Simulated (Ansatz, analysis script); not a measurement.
# FeO: how near to magnetism

Wanted: E(M), the field that holds each moment, and the spin susceptibility of FeO.

Method: PBE with U = 4.5 eV on Fe d, PAW set soft_2, in Ansatz 0.2.0.

This is a report of a sequence of runs, with most program output left out.

In doubt: warnings of the run leave room for a lower electronic state (step 2), so energies may not be the lowest and differences between runs may mislead.

### Step 1. Starting point

The structure is tetragonal, space group I4/mmm (No. 139). The conventional cell has a = 3.204 Å, b = 3.204 Å, c = 4.167 Å, α = 90.00°, β = 90.00°, γ = 90.00°. Fe has 6 O at 2.08 to 2.27 Å nearest. O has 6 Fe at 2.08 to 2.27 Å nearest. Farther neighbours and most contacts between anions are not listed.

The cell comes from the Materials Project, a database of computed structures, and the real compound, where it exists, may take another one.

The cell of this run holds 4 atoms, 2 of them with a starting moment; values «a cell» refer to the cell of the run in question.

### Step 2. Starting state

The work starts on two spin channels, which tell the size of the moments.

Input file input.yaml:

```yaml
crystal:
  lattice:
    - [2.6281662533, -1.6021035014, 0.0]
    - [2.6281662533, 1.6021035014, 0.0]
    - [-1.3498295265, 0.0, 5.080058609]
  atoms:
    - { symbol: Fe, position: [0.5, 0.5, 0.5], spin: 4.0 }
    - { symbol: Fe, position: [0.0, 0.0, 0.0], spin: 4.0 }
    - { symbol: O, position: [0.75, 0.75, 0.25] }
    - { symbol: O, position: [0.25, 0.25, 0.75] }
magnetization:
  spin_polarized: true
kpoints:
  mp_grid: { grid: [7, 7, 4] }
hamiltonian:
  xc: pbe
  hubbard: { sites: [{ species: Fe, l: d, u_eff: 4.5 }] }
scf:
  occupations: { method: fermi_dirac, width: 0.05 }
  max_iter: 120
  convergence: { dr2_threshold: 1.0e-08 }
output:
  write_density: true
  write_potential: true
  elf: true
  volumetric_format: npy
```

The run is started by

```sh
$ ansatz run input.yaml --threads 1 --pin off --max-ram 3072MiB --backend cpu --events-out ev --progress --plain --runs-dir out
```

Run time: 5.5 min. Hardware: 1 thread of Arm Neoverse V1, shared host; peak memory 1.1 GiB.

Spin moment in the atom's sphere by atom:

| atom | spin moment in the atom's sphere (μB) |
| --- | --- |
| Fe1 | 3.43 |
| Fe2 | 3.43 |
| O3 | 0.18 |
| O4 | 0.18 |

Tables count atoms from 1; parts of the log count from 0.

The run ends ferromagnetic, with a net moment of 8 μB a cell. Only this order was typed.

Spin density in the ac plane at fractional y = 0.000, with atoms of Fe within 0.2 Å of it.

Ten even steps from '0' (0.0 e/Å³) to '9' (9.4 e/Å³):
```
7521000000000135
3210000000000112
1000000000000000
0000000000000000
0000000000000000
0000000000000000
0000000000000000
0000000000000000
0000000000000000
0000000000000000
0000000000000000
0000000000000000
0000000000000000
0000000000000000
0000000000000000
0000000000000000
0000000000000000
0000000000000000
0000000000000000
0000000000000000
0000000000000000
0000000000000000
0000000000000000
1000000000000000
3211000000000012
7531000000000125
9741000000000147
```
Columns run along a (3.1 Å), rows up along c (5.3 Å). Atoms in or near the plane, at fractional coordinates: Fe at (0.00, 0.00).

Valence density in the ac plane at fractional y = 0.000, with atoms of Fe within 0.2 Å of it. It is the smooth field of the valence electrons, not physical close to the nuclei.

Values in e/Å³, 23 rows by 16 columns, each cell a mean:
```
26 17  8  3  1  0  0  0  0  0  0  0  1  5 13 23
11  7  3  1  0  0  0  0  0  0  0  0  1  3  7 11
 3  2  1  0  0  0  0  0  0  0  0  0  1  1  3  4
 1  0  0  0  0  1  1  1  0  0  0  0  0  0  1  1
 0  0  0  0  1  1  1  1  1  0  0  0  0  0  0  0
 0  0  0  1  1  1  1  1  1  0  0  0  0  0  0  0
 0  0  0  1  1  1  1  1  1  0  0  0  0  0  0  0
 0  0  0  1  1  1  1  1  0  0  0  0  0  0  0  0
 0  0  0  0  0  1  0  0  0  0  0  0  0  0  0  0
 0  0  0  0  0  0  0  0  0  0  0  0  0  0  0  0
 0  0  0  0  0  0  0  0  0  0  0  0  0  0  0  0
 0  0  0  0  0  0  0  0  0  0  0  0  0  0  0  0
 0  0  0  0  0  0  0  0  0  0  0  0  0  0  0  0
 0  0  0  0  0  0  0  0  0  0  0  0  0  0  0  0
 0  0  0  0  0  0  0  0  0  1  1  1  1  0  0  0
 0  0  0  0  0  0  0  0  1  1  1  1  1  1  0  0
 0  0  0  0  0  0  0  0  1  1  1  1  1  1  0  0
 0  0  0  0  0  0  0  0  1  1  1  1  1  0  0  0
 1  1  1  0  0  0  0  0  1  1  1  1  0  0  0  0
 3  3  2  1  1  0  0  0  0  0  0  0  0  0  1  2
10 10  6  3  1  0  0  0  0  0  0  0  0  1  3  6
24 21 12  4  1  0  0  0  0  0  0  0  1  2  7 16
35 27 13  5  1  0  0  0  0  0  0  0  1  4 13 26
```
Columns run along a (3.1 Å), rows up along c (5.3 Å). Atoms in or near the plane, at fractional coordinates: Fe at (0.00, 0.00).

ELF in the ac plane at fractional y = 0.000, with atoms of Fe within 0.2 Å of it. It is the smooth field of the valence electrons, not physical close to the nuclei.

Ten even steps from '_' (0.06) to '@' (0.89):
```
@@%%**==..______________::++##@@
##**==::____......______::==**##
++==::____::--==--::____..--++++
::..____::++****++--..____::----
____..--**##%%%%##++::____......
__..--**%%%%%%%%%%**--..________
__::++##%%@@@@%%%%**--..________
..--++##%%@@@@%%##**--..________
..--++##%%%%%%%%**==::..________
..::==++**####**==--..__________
__..::--======--::..____________
____....::::::..________________
________________________________
________________________________
__________________..::::::....__
______________..::--======--::..
..__________..--==**####**++==::
..________..::==**%%%%%%%%##++--
..________..--**##%%@@@@%%##++--
__________..--**%%%%@@@@%%##++::
__________..--**%%%%%%%%%%**--..
__......____::++##%%%%##**--..__
::----::____..--++****++::____..
++++++--..____::--==--::____::==
####**==::______......____::==**
@@@@##++::______________..==**%%
@@@@##++::______________::++##@@
```
Columns run along a (3.1 Å), rows up along c (5.3 Å). Atoms in or near the plane, at fractional coordinates: Fe at (0.00, 0.00).

### Step 3. Without spin

The state without spin is the zero of E(M).

input.yaml, the sections that differ from step 2:

```yaml
crystal:
  lattice:
    - [2.6281662533, -1.6021035014, 0.0]
    - [2.6281662533, 1.6021035014, 0.0]
    - [-1.3498295265, 0.0, 5.080058609]
  atoms:
    - { symbol: Fe, position: [0.5, 0.5, 0.5] }
    - { symbol: Fe, position: [0.0, 0.0, 0.0] }
    - { symbol: O, position: [0.75, 0.75, 0.25] }
    - { symbol: O, position: [0.25, 0.25, 0.75] }
basis:
  ecutwfc: 420.0
# kpoints, hamiltonian, scf: as in step 2
# magnetization: removed
# output: removed
```

Elapsed: 6.1 s, on 1 thread; peak memory 0.34 GiB.

The free collinear run lies 3975 meV below it.

### Step 4. Total moment fixed at 0.889 μB

Two Fermi levels, one a spin, hold the total moment exactly, which reaches states that a free run would leave.

input.yaml, the sections that differ from step 3:

```yaml
crystal:
  lattice:
    - [2.6281662533, -1.6021035014, 0.0]
    - [2.6281662533, 1.6021035014, 0.0]
    - [-1.3498295265, 0.0, 5.080058609]
  atoms:
    - { symbol: Fe, position: [0.5, 0.5, 0.5], spin: 0.4445 }
    - { symbol: Fe, position: [0.0, 0.0, 0.0], spin: 0.4445 }
    - { symbol: O, position: [0.75, 0.75, 0.25] }
    - { symbol: O, position: [0.25, 0.25, 0.75] }
magnetization:
  spin_polarized: true
  initial_magnetization: 0.889
  spin_locking: { lock_magnetization: hard }
# kpoints, hamiltonian, scf, basis: as in step 3
```

It took 6.9 min on 1 thread; peak memory 0.89 GiB.

The run was cut off at the time left to it in the session, and no result is taken from it.

### Step 5. Total moment fixed at 1.778 μB

input.yaml, the sections that differ from step 4:

```yaml
crystal:
  lattice:
    - [2.6281662533, -1.6021035014, 0.0]
    - [2.6281662533, 1.6021035014, 0.0]
    - [-1.3498295265, 0.0, 5.080058609]
  atoms:
    - { symbol: Fe, position: [0.5, 0.5, 0.5], spin: 0.889 }
    - { symbol: Fe, position: [0.0, 0.0, 0.0], spin: 0.889 }
    - { symbol: O, position: [0.75, 0.75, 0.25] }
    - { symbol: O, position: [0.25, 0.25, 0.75] }
magnetization:
  spin_polarized: true
  initial_magnetization: 1.778
  spin_locking: { lock_magnetization: hard }
# kpoints, hamiltonian, scf, basis: as in step 4
```

Run time: 86 s. Hardware: 1 thread; peak memory 0.44 GiB.

The run ended without a converged, accepted state, and no result is taken from it.

### Step 6. Total moment fixed at 2.667 μB

input.yaml, the sections that differ from step 5:

```yaml
crystal:
  lattice:
    - [2.6281662533, -1.6021035014, 0.0]
    - [2.6281662533, 1.6021035014, 0.0]
    - [-1.3498295265, 0.0, 5.080058609]
  atoms:
    - { symbol: Fe, position: [0.5, 0.5, 0.5], spin: 1.3335 }
    - { symbol: Fe, position: [0.0, 0.0, 0.0], spin: 1.3335 }
    - { symbol: O, position: [0.75, 0.75, 0.25] }
    - { symbol: O, position: [0.25, 0.25, 0.75] }
magnetization:
  spin_polarized: true
  initial_magnetization: 2.667
  spin_locking: { lock_magnetization: hard }
# kpoints, hamiltonian, scf, basis: as in step 5
```

Elapsed: 6.8 min, on 1 thread; peak memory 0.97 GiB.

The run was cut off at the time left to it in the session, and no result is taken from it.

### Step 7. Side runs that gave no result

| changed | outcome |
| --- | --- |
| magnetization | cut off at the time limit |

[Logs and program files are shortened in this print: banners, set-up blocks, solver, clock and traceback lines can be left out without a mark of their own.]

[Logs are printed without paths, hosts, clocks, repeated set-up lines and the standing remarks that a program may print on its own settings, such as how far it seeks lower states.]

[Hosts, paths, dates, database ids (printed as entryN), source tags and the programs' standing remarks are cut or masked in the printed files.]
